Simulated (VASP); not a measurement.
Set up this calculation in VASP 6.6.1, as the native input.

```
Task                   : relaxation of cell and atoms
Functional             : PBE
Dispersion             : D3(BJ)
Potentials or basis    : VASP PAW PBE potentials, release 64 (In_d, Se)
Cutoff                 : 600 eV
k mesh                 : 9 × 9 × 2
Occupations            : gaussian, width 0.03 eV
Spin                   : no spin polarisation
Further INCAR settings : ALGO = Normal; EDIFF = 1e-06; IBRION = 2; EDIFFG = -0.01; NSW = 90; ISIF = 3
```

The structure of InSe lies in POSCAR:

```
InSe
1.0
    4.0500000000      0.0000000000      0.0000000000
   -2.0250000000      3.5074028853      0.0000000000
    0.0000000000      0.0000000000     16.9300000000
In Se
4 4
Direct
    0.3333333333      0.6666666667      0.1570000000
    0.6666666667      0.3333333333      0.6570000000
    0.3333333333      0.6666666667      0.3430000000
    0.6666666667      0.3333333333      0.8430000000
    0.3333333333      0.6666666667      0.6020000000
    0.6666666667      0.3333333333      0.1020000000
    0.3333333333      0.6666666667      0.8980000000
    0.6666666667      0.3333333333      0.3980000000
```

The input as run:

INCAR

```
  PREC = Accurate
  ENCUT = 600
  EDIFF = 1E-6
  ISMEAR = 0
  SIGMA = 0.03
  LREAL = F
  LASPH = T
  NELM = 80
  ALGO = Normal
  ISIF = 3
  LWAVE = F
  LCHARG = F
  GGA = PE
  IVDW = 12
  IBRION = 2
  NSW = 90
  EDIFFG = -0.01
  KPAR = 2
```

KPOINTS

```
Automatic mesh
0
Gamma
  9 9 2
```

Potentials or basis: VASP PAW PBE potentials, release 64 (In_d, Se).

Launch:

```bash
$ cat potpaw_PBE.64/In_d/POTCAR potpaw_PBE.64/Se/POTCAR > POTCAR
$ mpirun -np 2 vasp_std > vasp.out
```

Results of the run:

| Property | Result |
| --- | --- |
| Relaxed volume | 29.51 Å³/atom |
| Relaxed cell | a = 4.033 Å, b = 4.033 Å, c = 16.757 Å, α = 90.00°, β = 90.00°, γ = 120.00° |
| Space group after relaxing (to 0.05 Å) | P6_3/mmc (No. 194) |
| Energy gained by relaxing | 235.5 meV/atom |
| Ionic steps | 21 |
| Pressure after relaxing | 0.0 GPa |
| Largest force after relaxing | 0.007 eV/Å |
| Band gap on the k mesh | 0.35 eV, direct |
| Dispersion energy per atom | -0.297 eV |

Caveat: spin-orbit coupling is left out, which moves the levels of the heavy elements.

It took 25 min on 2 MPI ranks on Intel(R) Xeon(R) Platinum 8488C (Sapphire Rapids) (shared host), peak memory 0.56 GiB a rank.
